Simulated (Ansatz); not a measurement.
# TiO2: the cost of one run

Program: Ansatz 0.2.0. Level of theory: DFT PBE, scalar-relativistic, plane waves, PAW. These are calculated values, not measurements.

## (1) The system as given

Symmetry: C2/m, No. 12, monoclinic system. Conventional cell: a = 12.307 Å, b = 3.767 Å, c = 6.616 Å, α = 90.00°, β = 106.95°, γ = 90.00°. Ti (site symmetry m) has 5 O at 1.78 to 2.03 Å as nearest neighbours. Ti (site symmetry m) is surrounded by 6 O at 1.86 to 2.16 Å. Around O (site symmetry m) lie 3 Ti at 1.86 to 2.16 Å. Around O (site symmetry m) lie 3 Ti at 1.94 to 2.03 Å. O (site symmetry m) is surrounded by 2 Ti at 1.78 to 1.87 Å. O (site symmetry m) has 3 Ti at 1.96 to 2.16 Å as nearest neighbours.

Structure file:

```xyz
48
Lattice="0.0000 -7.5339 0.0000 -4.2253 -1.8835 -6.3290 8.0819 -1.8835 -6.3290" Properties=species:S:1:pos:R:3 pbc="T T T"
Ti    0.0721   -3.7669   -8.1249
Ti    0.0721   -7.5339   -8.1249
Ti    6.2257   -5.6504   -8.1249
Ti    6.2257   -9.4173   -8.1249
Ti    3.7166   -3.7669   -8.1618
Ti    1.7883   -3.7669   -1.8329
Ti    3.7166   -7.5339   -8.1618
Ti    1.7883   -7.5339   -1.8329
Ti   -2.3690   -1.8835   -4.5331
Ti   -2.3690   -5.6504   -4.5330
Ti    3.7846   -3.7669   -4.5331
Ti    3.7846   -7.5339   -4.5331
Ti    2.0684   -3.7669  -10.8251
Ti    0.1400   -3.7669   -4.4961
Ti    2.0684   -7.5339  -10.8251
Ti    0.1400   -7.5339   -4.4961
O     3.8614   -3.7669  -10.3163
O     1.9330   -3.7669   -3.9874
O     3.8614   -7.5339  -10.3163
O     1.9330   -7.5339   -3.9874
O     2.2650   -1.8835   -1.8569
O     2.2650   -5.6504   -1.8569
O     4.1933   -5.6504   -8.1859
O     4.1933   -9.4173   -8.1859
O    -2.5998   -1.8835   -6.2992
O    -2.5998   -5.6504   -6.2992
O     3.5538   -3.7669   -6.2992
O     3.5538   -7.5339   -6.2992
O     1.9236   -3.7669   -8.6706
O    -0.0047   -3.7669   -2.3416
O     1.9236   -7.5339   -8.6706
O    -0.0047   -7.5339   -2.3416
O     4.1690   -1.8835   -4.1297
O    -1.9846   -3.7669   -4.1297
O     4.1690   -5.6504   -4.1297
O    -1.9846   -7.5339   -4.1297
O     0.3029   -3.7669   -6.3588
O     0.3029   -7.5339   -6.3588
O     6.4565   -5.6504   -6.3588
O     6.4565   -9.4173   -6.3588
O     5.8412   -3.7669   -8.5283
O    -0.3124   -5.6504   -8.5283
O     5.8412   -7.5339   -8.5283
O    -0.3124   -9.4173   -8.5283
O    -0.3367   -1.8835   -4.4721
O    -0.3367   -5.6504   -4.4721
O     1.5916   -5.6504  -10.8010
O     1.5917   -9.4173  -10.8010
```

The runs take a perfect supercell of 48 atoms; the defect goes to fractional position (1.000, 0.667, 0.500).

## (2) The perfect supercell

input.yaml reads:

```yaml
crystal:
  lattice:
    - [0.0, -7.533873, 0.0]
    - [-4.225251, -1.883468, -6.328967]
    - [8.081903, -1.883468, -6.328967]
  atoms:
    - { symbol: Ti, position: [0.17906, 0.837166, 0.446595] }
    - { symbol: Ti, position: [0.67906, 0.837166, 0.446595] }
    - { symbol: Ti, position: [0.42906, 0.337166, 0.946595] }
    - { symbol: Ti, position: [0.92906, 0.337166, 0.946595] }
    - { symbol: Ti, position: [0.1776, 0.544871, 0.74473] }
    - { symbol: Ti, position: [0.4276, 0.044871, 0.24473] }
    - { symbol: Ti, position: [0.6776, 0.544871, 0.74473] }
    - { symbol: Ti, position: [0.9276, 0.044871, 0.24473] }
    - { symbol: Ti, position: [0.07094, 0.662834, 0.053405] }
    - { symbol: Ti, position: [0.570941, 0.662832, 0.053405] }
    - { symbol: Ti, position: [0.32094, 0.162834, 0.553405] }
    - { symbol: Ti, position: [0.82094, 0.162834, 0.553405] }
    - { symbol: Ti, position: [0.0724, 0.955129, 0.75527] }
    - { symbol: Ti, position: [0.3224, 0.455129, 0.25527] }
    - { symbol: Ti, position: [0.5724, 0.955129, 0.75527] }
    - { symbol: Ti, position: [0.8224, 0.455129, 0.25527] }
    - { symbol: O, position: [0.092495, 0.756657, 0.873363] }
    - { symbol: O, position: [0.342495, 0.256657, 0.373363] }
    - { symbol: O, position: [0.592495, 0.756657, 0.873363] }
    - { symbol: O, position: [0.842495, 0.256657, 0.373363] }
    - { symbol: O, position: [0.176651, 0.008628, 0.284768] }
    - { symbol: O, position: [0.676651, 0.008629, 0.284768] }
    - { symbol: O, position: [0.426651, 0.508629, 0.784768] }
    - { symbol: O, position: [0.926651, 0.508629, 0.784767] }
    - { symbol: O, position: [0.001177, 0.864835, 0.130457] }
    - { symbol: O, position: [0.501177, 0.864834, 0.130457] }
    - { symbol: O, position: [0.251177, 0.364834, 0.630457] }
    - { symbol: O, position: [0.751177, 0.364834, 0.630457] }
    - { symbol: O, position: [0.157505, 0.743343, 0.626637] }
    - { symbol: O, position: [0.407505, 0.243342, 0.126637] }
    - { symbol: O, position: [0.657505, 0.743342, 0.626637] }
    - { symbol: O, position: [0.907505, 0.243342, 0.126637] }
    - { symbol: O, position: [0.086875, 0.089738, 0.562762] }
    - { symbol: O, position: [0.336875, 0.589738, 0.062762] }
    - { symbol: O, position: [0.586875, 0.089738, 0.562762] }
    - { symbol: O, position: [0.836875, 0.589739, 0.062761] }
    - { symbol: O, position: [0.248823, 0.635165, 0.369543] }
    - { symbol: O, position: [0.748823, 0.635166, 0.369543] }
    - { symbol: O, position: [0.498823, 0.135165, 0.869543] }
    - { symbol: O, position: [0.998823, 0.135165, 0.869543] }
    - { symbol: O, position: [0.163125, 0.410261, 0.937239] }
    - { symbol: O, position: [0.413125, 0.910261, 0.437239] }
    - { symbol: O, position: [0.663125, 0.410261, 0.937239] }
    - { symbol: O, position: [0.913125, 0.910261, 0.437239] }
    - { symbol: O, position: [0.073349, 0.491372, 0.215232] }
    - { symbol: O, position: [0.573349, 0.491371, 0.215232] }
    - { symbol: O, position: [0.323349, 0.991371, 0.715232] }
    - { symbol: O, position: [0.823349, 0.991371, 0.715233] }
basis:
  ecutwfc: 420
  fft_grid_basis: typed
kpoints:
  mp_grid: { grid: [2, 2, 1] }
hamiltonian:
  xc: pbe
scf:
  occupations: { method: gaussian, width: 0.05 }
output:
  forces: true
  stress: false
  eigenvalues: true
  bader: false
  write_density: true
  volumetric_format: npy
```

Command:

```sh
$ ansatz run input.yaml --threads 4 --pin off --max-ram 10240MiB --backend cpu --events-out ev --progress --plain --runs-dir out
```

Q: Estimate wall time and peak memory on 4 threads of Intel Xeon 6975P-C (Granite Rapids), shared host.

About 6.5 s, with a peak of 2.7 GiB.
